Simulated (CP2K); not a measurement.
## MgO under changes of volume

One of the cells (11.804 Å³/atom); the others are scaled copies at fixed shape and fractional positions:

```xyz
4
Lattice="3.3078 0.0000 0.0000 -1.6539 2.8646 0.0000 0.0000 0.0000 4.9829" Properties=species:S:1:pos:R:3 pbc="T T T"
Mg    1.6539    0.9549    2.5022
Mg    0.0000    1.9098    0.0108
O     1.6539    0.9549    4.4968
O     0.0000    1.9098    2.0053
```

Measurements of this composition are mostly on another form, of space group No. 225.

```yaml
Program: CP2K 2026.2
Functional: PBE
Potentials_or_basis: POTENTIAL_UZH Mg GTH-PBE-q10, O GTH-PBE-q6; TZVP-MOLOPT-PBE-GTH basis
Density_cutoff: 19048 eV
k_mesh: 9 × 9 × 6
Occupations: fermi-dirac, width 0.05 eV
Spin: no spin polarisation
```

```tsv
volume (Å³/atom)	energy over the lowest point (meV/atom)	pressure (GPa)	gap on the mesh (eV)
11.096	62.20	16.0	3.71
11.332	41.17	12.6	3.59
11.568	?	?	?
11.804	13.11	6.6	3.37
12.040	5.24	4.1	3.26
12.276	0.98	1.7	3.16
12.512	0.00	-0.4	3.06
```

Question: What does the run at 11.568 Å³/atom give?

Answer: Energy over the lowest point 24.95 meV/atom; pressure 9.5 GPa; gap on the mesh 3.48 eV.

Worked out: A Birch-Murnaghan fit of order 3 (a polynomial in V^(-2/3)) to the other rows has its minimum at 12.47 Å³/atom with B0 = V·E''(V) = 109 GPa and B' = 4.0 at fixed shape and positions, which overstates the stiffness. It gives 24.95 meV/atom at 11.568 Å³/atom, against the run's 24.95, and -dE/dV = 9.5 GPa, against 9.5. A straight line through the other rows of the gap, of slope -5.41 eV per unit of ln V (its deformation potential), gives 3.48 eV, against the run's 3.48.

Energies are extrapolated to zero smearing.

Caveats: an odd mesh through Γ misses points on the zone boundary, where band edges often lie; the basis of atomic orbitals isn't converged, which shifts pressures, moduli and gaps.
